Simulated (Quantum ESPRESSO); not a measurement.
A calculation with Quantum ESPRESSO 7.5 of GaN (native input, structure typed inline):

File pw.in:

```
&CONTROL
  calculation = 'scf'
  prefix = 'pwscf'
  outdir = './tmp'
  pseudo_dir = './pseudo'
  tprnfor = .true.
  tstress = .true.
  disk_io = 'low'
/
&SYSTEM
  ibrav = 0
  nat = 2
  ntyp = 2
  ecutwfc = 70
  ecutrho = 560
  nbnd = 15
  occupations = 'smearing'
  smearing = 'fd'
  degauss = 0.00367493
/
&ELECTRONS
  conv_thr = 4d-10
  electron_maxstep = 120
  mixing_beta = 0.5
/
ATOMIC_SPECIES
Ga    69.7230 Ga.pbe-dn-kjpaw_psl.1.0.0.UPF
N     14.0070 N.pbe-n-radius_5.UPF
CELL_PARAMETERS angstrom
   0.0000000000    2.2535006075    2.2535006075
   2.2535006075    0.0000000000    2.2535006075
   2.2535006075    2.2535006075    0.0000000000
ATOMIC_POSITIONS crystal
Ga     0.0000000000    0.0000000000    0.0000000000
N      0.2500000000    0.2500000000    0.2500000000
K_POINTS automatic
10 10 10 0 0 0
```

pp_density.in

```
&INPUTPP
  prefix = 'pwscf'
  outdir = './tmp'
  filplot = 'density.dat'
  plot_num = 0
/
&PLOT
  nfile = 1
  filepp(1) = 'density.dat'
  iflag = 3
  output_format = 6
  fileout = 'density.cube'
/
```

The input pp_potential.in:

```
&INPUTPP
  prefix = 'pwscf'
  outdir = './tmp'
  filplot = 'potential.dat'
  plot_num = 11
/
&PLOT
  nfile = 1
  filepp(1) = 'potential.dat'
  iflag = 3
  output_format = 6
  fileout = 'potential.cube'
/
```

Potentials or basis: SSSP 1.3 efficiency PBE.

The run is started by

```console
$ OMP_NUM_THREADS=1 pw.x -in pw.in > pw.out
$ OMP_NUM_THREADS=1 pp.x -in pp_density.in > pp_density.out
$ OMP_NUM_THREADS=1 pp.x -in pp_potential.in > pp_potential.out
```

The cell is a database's computed one.

Task: Write the same calculation in another form: ASE script, structure from a P1 CIF.

Result: As run:

File run.py:

```python
import numpy as np
from ase.calculators.espresso import Espresso, EspressoProfile
from ase.io import read

atoms = read('GaN.cif')

input_data = {
    'control': {'calculation': 'scf', 'prefix': 'pwscf', 'outdir': './tmp', 'tprnfor': True, 'tstress': True, 'disk_io': 'nowf'},
    'system': {'ecutwfc': 70.0, 'ecutrho': 560.0, 'nbnd': 15, 'occupations': 'smearing', 'smearing': 'fd', 'degauss': 0.00367493},
    'electrons': {'conv_thr': 4e-10, 'electron_maxstep': 120, 'mixing_beta': 0.5},
}
pseudopotentials = {'Ga': 'Ga.pbe-dn-kjpaw_psl.1.0.0.UPF', 'N': 'N.pbe-n-radius_5.UPF'}
profile = EspressoProfile(command='pw.x', pseudo_dir='pseudo')
dft = Espresso(profile=profile, input_data=input_data, pseudopotentials=pseudopotentials, kpts=(10, 10, 10), koffset=(0, 0, 0))
atoms.calc = dft

print(f'energy {atoms.get_potential_energy():.8f} eV')
print('forces (eV/A)')
print(np.round(atoms.get_forces(), 6))
print('stress (eV/A^3, Voigt)')
print(np.round(atoms.get_stress(), 8))
print(f'Fermi level {dft.get_fermi_level():.4f} eV')
```

File GaN.cif:

```cif
data_GaN
_cell_length_a 3.18693112
_cell_length_b 3.18693112
_cell_length_c 3.18693112
_cell_angle_alpha 60.00000000
_cell_angle_beta 60.00000000
_cell_angle_gamma 60.00000000
_space_group_name_H-M_alt 'P1'
_space_group_name_Hall 'P 1'
_space_group_IT_number 1
loop_
_space_group_symop_operation_xyz
'x,y,z'
loop_
_atom_site_label
_atom_site_type_symbol
_atom_site_symmetry_multiplicity
_atom_site_Wyckoff_symbol
_atom_site_fract_x
_atom_site_fract_y
_atom_site_fract_z
_atom_site_occupancy
Ga1 Ga 1 a 0.0000000000 0.0000000000 0.0000000000 1
N1 N 1 a 0.2500000000 0.2500000000 0.2500000000 1
```

Potentials or basis: SSSP 1.3 efficiency PBE.

The run is started by

```bash
$ OMP_NUM_THREADS=1 python run.py
```

Both were run:

|  | native input, structure typed inline | ASE script, structure from a P1 CIF |
| --- | --- | --- |
| Pressure | 4.5 GPa | 4.5 GPa |
| Band gap on the k mesh | 1.75 eV, direct | 1.75 eV, direct |

Keys that steer only the numerical path or the files written may differ.
